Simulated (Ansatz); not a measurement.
**B: from a trial structure to a relaxed crystal**

The calculation used DFT PBE, scalar-relativistic, plane waves, PAW in Ansatz 0.2.0. Cutoff 420 eV, Γ-centred k mesh, Gaussian smearing, no spin polarisation in the final step.

The start is a random cell of B without symmetry, drawn with lower limits on the distances.

```
CELL_PARAMETERS angstrom
3.22558 0.00000 0.00000
0.64504 3.00687 0.00000
0.17191 0.30187 2.89332
ATOMIC_POSITIONS crystal
B 0.67730 0.93165 0.35389
B 0.59827 0.10857 0.91339
B 0.07928 0.50597 0.75076
B 0.40580 0.73973 0.20252
```

Cell and atoms relax at zero pressure; the relaxation can't lower the symmetry of the start. After a coarse first stage the cell is made exact in the group found at 0.06 Å.

Energies count from the standard state of B at the same level.

Problem. Which crystal results?

Solution. It ends in C2/c (No. 15). Conventional cell: a = 5.278 Å, b = 3.225 Å, c = 3.168 Å, β = 90.6°. B has 4 B at 1.71–1.78 Å and 2 B at 1.92 Å.

```xyz
4
Lattice="2.6389 -1.6125 0.0000 2.6389 1.6125 0.0000 -0.0326 0.0000 3.1680" Properties=species:S:1:pos:R:3 pbc="T T T"
B     1.7882    0.4010    1.0061
B     1.7719   -0.4010    2.5901
B     3.4733    0.4010    0.5779
B     3.4570   -0.4010    2.1619
```

Problem. What are its volume, energy, density and gap?

Solution. The volume per atom is 6.74 Å³ and the density is 2.66 g/cm³. The energy over the standard structure is 0.23 eV/atom and the gap on the 14×14×12 mesh is 0 eV (a metal).

The final run used a 14×14×12 mesh on its 4-atom cell and 0.01 eV smearing. The k mesh leaves about 4 meV/atom of noise in metals. Symmetry constrained the relaxation, so the result can be a saddle point. The steps took of the order of 3 core-minutes in all.